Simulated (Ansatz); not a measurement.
The system is Bi.

```xyz
2
Lattice="3.4886 -3.1326 0.0000 3.4886 3.1326 0.0000 -1.2602 0.0000 3.1136" Properties=species:S:1:pos:R:3 pbc="T T T"
Bi    4.1738    0.0000    2.6695
Bi    1.5432    0.0000    0.4440
```

This isn't the form of Bi at room conditions, which is rhombohedral.

* Program: Ansatz 0.2.0
* Task: relaxation of cell and atoms
* Functional: r2SCAN
* Dispersion: D4
* Potentials or basis: Ansatz PAW
* Cutoff: 500 eV (not typed: the program's choice for these potentials)
* k mesh: 6 × 6 × 9
* Occupations: fermi-dirac, width 0.05 eV
* Spin: no spin polarisation

At the start: volume 34.03 Å³/atom.

Q: How do energy, volume and symmetry change on relaxing?

A: It ends after 8 steps and the volume is 33.24 Å³/atom (-2.3 %); space group C2/m (No. 12, to 0.05 Å).

The path:
```csv
step,energy change (eV),largest force (eV/Å),volume (Å³)
1,0.0000,0.1469,68.05
2,-0.0108,0.0437,65.11
3,-0.0150,0.0315,66.25
4,-0.0153,0.0225,66.29
5,-0.0156,0.0028,66.40
6,-0.0156,0.0016,66.43
7,-0.0156,0.0020,66.48
8,-0.0154,0.0020,66.48
```

Final structure:
```
Bi
1.0
     3.45956   -3.07964    0.00925
     3.45956    3.07964    0.00925
    -1.24149    0.00000    3.11681
Bi
2
Direct
  0.75859 0.75859 0.86175
  0.24141 0.24141 0.13825
```

Caveat: the plane-wave basis is chosen anew once the cell has moved, so the energies of steps on either side of that aren't comparable; pairwise dispersion overbinds metals, which lowers pressure and volume; the PAW data sets come from PBE, with cores solved anew for the run's functional, which leaves a small shift of forces and pressure.
